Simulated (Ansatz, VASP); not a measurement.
# HfN in VASP and in Ansatz

```xyz
2
Lattice="0.0000 2.2409 2.2409 2.2409 0.0000 2.2409 2.2409 2.2409 0.0000" Properties=species:S:1:pos:R:3 pbc="T T T"
Hf    0.0000    0.0000    0.0000
N     2.2409    2.2409    2.2409
```

Change from the starting cell: volume scaled by 0.98.

Alike in both runs: task single point; functional PBEsol; k mesh 10 × 10 × 10; occupations fermi-dirac, width 0.05 eV; no spin polarisation.

|  | VASP | Ansatz |
| --- | --- | --- |
| version | VASP 6.6.1 | Ansatz 0.2.0 |
| potentials or method | VASP PAW PBE potentials, release 64 (Hf_pv, N), cutoff 520 eV | all-electron LAPW, scalar-relativistic |

Ansatz gave:

* gap on the k mesh at the Fermi level (eV): none
* pressure (GPa): 3.9

What did VASP give for the same quantities?

gap on the k mesh at the Fermi level (eV): none; pressure (GPa): 1.7.

A gap of «none» marks a metal or a gap that the smearing closes. Ansatz ran all-electron here, so the differences hold the error of VASP's frozen core and of both bases.

Caveats: the PAW data sets were made with another functional, which shifts forces and pressure a little (VASP). The runs have no spin-orbit coupling, so splittings on Hf are missing.
